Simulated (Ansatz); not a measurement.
The cell is COD entry 9017842, as deposited and not checked against the literature; nothing was relaxed.

Input and log of a run on Ru: DFT, PBE, all-electron LAPW, scalar-relativistic (Ansatz 0.2.0).

Command: `ansatz run input.yaml --threads 1 --pin off --max-ram 3072MiB --backend cpu --events-out ev --progress --plain --runs-dir out` The run took 53 s on 1 thread of Arm Neoverse V2 (shared host), peak memory 0.53 GiB.

```yaml
crystal:
  lattice:
    - [2.7057993342, 0.0, 0.0]
    - [-1.3528996671, 2.343290961, 0.0]
    - [0.0, 0.0, 4.2819]
  atoms:
    - { symbol: Ru, position: [0.3333333333, 0.6666666667, 0.25] }
    - { symbol: Ru, position: [0.6666666667, 0.3333333333, 0.75] }
kpoints:
  mp_grid: { grid: [14, 14, 8] }
  band_path:
    path:
      - [0.0, 0.0, 0.0]
      - [0.5, 0.0, 0.0]
      - [0.3333333333, 0.3333333333, 0.0]
      - [0.0, 0.0, 0.0]
      - [0.0, 0.0, 0.5]
      - [0.5, 0.0, 0.5]
      - [0.3333333333, 0.3333333333, 0.5]
      - [0.0, 0.0, 0.5]
      - [0.5, 0.0, 0.5]
    npoints: 14
scf:
  occupations: { method: fermi_dirac, width: 0.03 }
hamiltonian:
  xc: pbe
  pseudopotentials: { kind: all_electron, lapw: { basis_error: 0.0005 } }
output:
  forces: true
  stress: true
  eigenvalues: true
  populations: true
  dos: { projected: true, de: 0.2, e_range: [-14, 8] }
```

The log:

```
Ru: projections on atomic orbitals take those of the free atom 1s2 2s2 2p6 3s2 3p6 3d10 4s2 4p6 4d7 5s1, of charge +0.00 (hamiltonian.pseudopotentials.projection_atoms)
LAPW: plane waves up to 8.893 Å⁻¹, error target 5.0e-4 eV per atom; small_component_spin mean_spin; Ru in spheres of 1.325 Å, 32 of its electrons in bands, Dirac shells []
Engine: ansatz 0.2.0
Pseudopotentials: kind: all_electron
Pseudopotential: Ru, LAPW, valence charge 32, Koelling and Harmon's equation, gaussian nucleus
Functional definition: PBE
  parameter kappa = 0.804
  parameter beta = 0.06672455060314922
  exchange = pbe_x(kappa = kappa, mu = beta*pi^2/3)
  correlation = pbe_c(beta = beta)
Crystal: 2 atoms, lattice volume = 27.149 Å³
Basis set: ecut = 301.3439599942253 eV, 313 PW (Γ), exchange–correlation at level 2
Bands: 39, of which v1, the nominal top of the filled ones, is band 32 counted from 1 (31 counted from 0)
Symmetry: 24 space group operations
Space group: P63/mmc (ITA 194), of the structure as read, at distance tolerance 3.0e-5 Å
k-points: 120 of 1568
Non-local potential: Ru, projectors of the file, none
Initial density: superposition of atomic densities (chi_scale 0.1, normalization cell)
Initial wavefunctions: plane waves of lowest kinetic energy (no species holds an atomic orbital)
Functional: x = pbe(κ = 0.804, μ = 0.2195149727645171), c = pbe(β = 0.06672455060314922)
iter 1 solved again at ethr=5.04e-4 eV; its pass at ethr=1.00e-1 eV (dr2=3.22e-1 eV) is discarded
SCF iter   1: F=—  HF=-246591.568036 eV  |F-HF|=—  |Δ(HF+E_count)|=         —  Δρ=4.92e-2  dr2=3.23e-1  ethr=5.04e-4  ⟨swp⟩=2.5  Hψ=28792  notcnv=0
preconditioner: auto → Kerker (q_TF=auto, 3.147 Å⁻¹)  [metal: Δε(μ)=0.026 eV  Ē_g=10.471 eV  σ=0.030 eV  W_gap=0.21  n_scr=22 (ndim 8)  ℏωp=28.5 eV  f_vac=0.000  D(μ)=2.26/eV (n_scr^D=22)]
iter 2 solved again at ethr=4.21e-5 eV; its pass at ethr=5.04e-4 eV (dr2=2.69e-2 eV) is discarded
SCF iter   2: F=—  HF=-246590.402605 eV  |F-HF|=—  |Δ(HF+E_count)|=    1.17e0  Δρ=1.20e-2  dr2=2.69e-2  ethr=4.21e-5  ⟨swp⟩=2.0  Hψ=24334  notcnv=0
SCF iter   3: F=—  HF=-246590.365154 eV  |F-HF|=—  |Δ(HF+E_count)|=   3.75e-2  Δρ=1.11e-2  dr2=2.36e-2  ethr=4.21e-5  ⟨swp⟩=2.0  Hψ=14034  notcnv=0
SCF iter   4: F=—  HF=-246590.361506 eV  |F-HF|=—  |Δ(HF+E_count)|=   3.65e-3  Δρ=5.07e-3  dr2=6.03e-3  ethr=3.69e-5  ⟨swp⟩=2.0  Hψ=12211  notcnv=0
SCF iter   5: F=—  HF=-246590.361511 eV  |F-HF|=—  |Δ(HF+E_count)|=   4.23e-6  Δρ=1.38e-3  dr2=5.21e-4  ethr=9.43e-6  ⟨swp⟩=2.0  Hψ=13577  notcnv=0
SCF iter   6: F=—  HF=-246590.361538 eV  |F-HF|=—  |Δ(HF+E_count)|=   2.73e-5  Δρ=2.40e-4  dr2=1.34e-5  ethr=8.14e-7  ⟨swp⟩=2.0  Hψ=13593  notcnv=0
SCF iter   7: F=—  HF=-246590.361535 eV  |F-HF|=—  |Δ(HF+E_count)|=   2.79e-6  Δρ=4.53e-5  dr2=5.47e-7  ethr=2.10e-8  ⟨swp⟩=2.0  Hψ=13593  notcnv=0
SCF iter   8: F=-246590.361535 eV  HF=-246590.361535 eV  |F-HF|=5.27e-8  |Δ(HF+E_count)|=   2.10e-7  Δρ=1.41e-5  dr2=5.75e-8  ethr=8.55e-10  ⟨swp⟩=2.0  Hψ=13593  notcnv=0
SCF 1 converged in 8 iterations: F = -246590.361535 eV  dr2 = 5.75e-8
NSCF: frozen V_eff on 113 k-points
SCF converged after 8 iterations
Free energy (F): -246590.361535 eV
Harris-Foulkes:  -246590.361535 eV  (|F-HF|=5.27e-8)
Internal energy: -246590.354819 eV  (E = F + TS)
E sigma→0 (E₀):  -246590.358177 eV
Entropy (-TS):   -0.006716 eV (-3.358 meV/atom)
Fermi energy:    25.754945 eV
--- Per-component energies (eV) ---
  E_band       = -9930.083529
  E_kinetic    = 256425.853421
  E_xc         = -7283.172968
  E_electrostatic = -495733.035273  (all electrons and nuclei)
  E_smearing   = -0.006716  (= −TS)
  E_closure    = 0.000000  (closes the sum)
  E_atoms      = -246571.887780  (free atoms, spherical and without spin; not in F)
  Σ components = -246590.361535   (vs F -246590.361535, Δ=0.00e0)
  Basis errors (estimates in eV, not in F): energy 1.1e-4 per atom: plane waves 9.8e-5 (5.0e-5 summed), levels above the bands 4.9e-173, relativity 4.2e-8, radial functions 1.0e-5, core shells 4.7e-8; eigenvalues (radial functions only) 4.0e-7; not estimated: angular momenta, meshes, grids; target (lapw.basis_error) 5.0e-4; muffin-tin radii Ru 1.325 Å
--- Forces (eV/Å), atoms counted from 1 ---
  atom   1  Ru     0.00000000     0.00000000     0.00000000
  atom   2  Ru     0.00000000    -0.00000000     0.00000000
  max |Σ_I F_I| component: 4.63e-18 eV/Å
--- Stress (GPa, compression-positive) ---
        5.050340      -0.000000       0.000000
        0.000000       5.050340       0.000000
        0.000000       0.000000       3.369566
  P = ⅓ Tr σ = 4.4901 GPa (44.901 kbar)
--- Band table (eV; the first three rows and the last of 120) ---
  k-point 0: bands = ["-417.9693", "-417.9693", "-417.9546", "-417.9546", "-417.9546", "-417.9546", "-244.0294", "-244.0294", "-244.0207", "-244.0207", "-244.0206", "-244.0206", "-244.0131", "-244.0131", "-244.0131", "-244.0131", "-47.3647", "-47.1599", "-17.8562", "-16.9151", "-16.9151", "-16.7445", "-16.7445", "-16.7084", "17.7819", "19.5643", "23.1741", "23.1741", "23.3457", "23.8560", "23.8560", "24.3773", "24.3773", "26.9524", "26.9524", "27.0534", "36.0781", "40.5681", "43.0261"]
  k-point 1: bands = ["-417.9693", "-417.9693", "-417.9546", "-417.9546", "-417.9546", "-417.9546", "-244.0294", "-244.0294", "-244.0207", "-244.0207", "-244.0206", "-244.0206", "-244.0131", "-244.0131", "-244.0131", "-244.0131", "-47.3571", "-47.1678", "-17.8144", "-16.9087", "-16.9087", "-16.7542", "-16.7511", "-16.7511", "17.9567", "19.6221", "23.0745", "23.0745", "23.2592", "23.7537", "23.7537", "24.6143", "24.6143", "26.4805", "26.9612", "26.9612", "36.8304", "40.2299", "43.1993"]
  k-point 2: bands = ["-417.9693", "-417.9693", "-417.9546", "-417.9546", "-417.9546", "-417.9546", "-244.0294", "-244.0294", "-244.0207", "-244.0207", "-244.0206", "-244.0206", "-244.0131", "-244.0131", "-244.0131", "-244.0131", "-47.3351", "-47.1903", "-17.6948", "-16.8903", "-16.8903", "-16.8837", "-16.7697", "-16.7697", "18.4480", "19.7649", "22.9370", "22.9370", "23.0469", "23.5056", "23.5056", "25.1423", "25.1423", "25.2091", "26.9216", "26.9216", "38.6199", "39.8365", "42.2421"]
  k-point 119: bands = ["-417.9693", "-417.9693", "-417.9546", "-417.9546", "-417.9546", "-417.9546", "-244.0294", "-244.0294", "-244.0207", "-244.0207", "-244.0207", "-244.0207", "-244.0131", "-244.0131", "-244.0131", "-244.0131", "-47.1444", "-47.1444", "-17.6213", "-17.6213", "-17.3291", "-17.3291", "-16.9054", "-16.9054", "20.9432", "20.9432", "21.7476", "21.7476", "23.0443", "23.0443", "24.6342", "24.6342", "27.0321", "27.0321", "33.7486", "33.7486", "36.6194", "36.6194", "37.5648"]
--- Löwdin populations: 2 sites ---
  site symbol       q [e]
     0     Ru     43.9138
     1     Ru     43.9138
  spilling = 0.001960 (of n_electrons = 88.000000)
```
